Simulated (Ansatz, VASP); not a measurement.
# Si in VASP and in Ansatz

```
Si
1.0
     0.00000    2.72185    2.72185
     2.72185    0.00000    2.72185
     2.72185    2.72185    0.00000
Si
2
Cartesian
  2.7219 2.7219 2.7219
  4.0828 4.0828 4.0828
```

Alike in both runs: task relaxation of cell and atoms; functional LDA; k mesh 8 × 8 × 8; occupations fermi-dirac, width 0.05 eV; no spin polarisation.

```csv
,VASP,Ansatz
version,VASP 6.6.1,Ansatz 0.2.0
potentials or method,"VASP PAW LDA potentials, release 64 (Si), cutoff 600 eV","all-electron LAPW, scalar-relativistic"
```

Ansatz gave:

| Quantity | Value |
| --- | --- |
| relaxed volume (Å³/atom) | 19.69 |
| relaxed cell length with the largest relative difference (Å) | 3.819 |
| energy change over the relaxation (meV/atom) | -3 |

Problem. Estimate VASP's values.

Solution. Relaxed volume (Å³/atom): 19.72; relaxed cell length with the largest relative difference (Å): 3.821; energy change over the relaxation (meV/atom): -3.

Ansatz ran all-electron here, so the differences hold the error of VASP's frozen core and of both bases.
